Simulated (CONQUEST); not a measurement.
Ti: equation of state with PBEsol

The system is Ti.

```
Ti
1.0
     2.95000    0.00000    0.00000
     0.00000    4.68000    0.00000
     0.00000    0.00000    5.10955
Ti
4
Direct
  0.00000 0.75000 0.33333
  0.50000 0.75000 0.83333
  0.00000 0.25000 0.66667
  0.50000 0.25000 0.16667
```

- Program: CONQUEST 1.3
- Task: equation of state
- Functional: PBEsol
- Potentials or basis: PseudoDojo NC PBEsol, DZP, grid of 32 × 60 × 60 points
- k mesh: 9 × 6 × 5
- Occupations: fermi-dirac, width 0.05 eV
- Spin: no spin polarisation
- Solver: diagonalisation
- SCF tolerance: 1e-06

* Equilibrium volume: 16.94 Å³/atom
* Bulk modulus at fixed shape and positions: 118 GPa
* Pressure derivative of the bulk modulus: 3.5

Energy against volume, from the lowest point:
```
volume (Å³/atom)  energy (meV/atom)
          16.577               2.99
          16.930               0.00
          17.283               2.46
          17.636               9.87
          17.988              21.84
          18.341              37.92
          18.694              57.77
```

All runs of the series together: 33 min on 1 thread of AMD EPYC 7R43 64-Core Processor (Zen 3), with other jobs on the host.

Caveat: the DZP basis gives volumes some 2 % larger than converged bases do, and moduli off by several per cent; the cell was scaled at fixed shape and fractional positions, which overstates the stiffness of a crystal with free parameters, most of all of layers and chains; the basis of atomic orbitals isn't converged, which shifts pressures, moduli and gaps.
